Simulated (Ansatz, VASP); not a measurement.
## One calculation of Al2Pt, two programs

```
CELL_PARAMETERS angstrom
0.00000 2.95500 2.95500
2.95500 0.00000 2.95500
2.95500 2.95500 0.00000
ATOMIC_POSITIONS crystal
Al 0.20500 0.20500 0.20500
Al 0.75000 0.75000 0.75000
Pt 0.04500 0.04500 0.04500
```

Change from the starting cell: shortest bond scaled by 0.64, LAPW.

Alike in both runs: task single point; functional PBE; k mesh 9 × 9 × 9; occupations fermi-dirac, width 0.05 eV; no spin polarisation.

|  | VASP | Ansatz |
| --- | --- | --- |
| version | VASP 6.6.1 | Ansatz 0.2.0 |
| potentials or method | VASP PAW PBE potentials, release 64 (Al, Pt), cutoff 520 eV | all-electron LAPW, scalar-relativistic |

```csv
,VASP,Ansatz,Ansatz less VASP
pressure (GPa),60.1,67.4,+7.32
largest component of the traceless stress (GPa),51.17,58.69,+7.522
rms of the force components (eV/Å),15.898,17.981,+2.0838
```

Atom by atom the forces differ by 2.084 eV/Å (rms over components). Ansatz ran all-electron here, so the differences hold the error of VASP's frozen core and of both bases.

Caveats: the cell as given lies far from equilibrium; so large a pressure means that the cell lies far from this level's equilibrium, or that cutoff or potentials fall short (VASP); forces of over 1 eV/Å show positions far from the minimum, so gaps and moduli don't describe the material at rest. Spin-orbit coupling is left out, which matters for the levels of Pt.
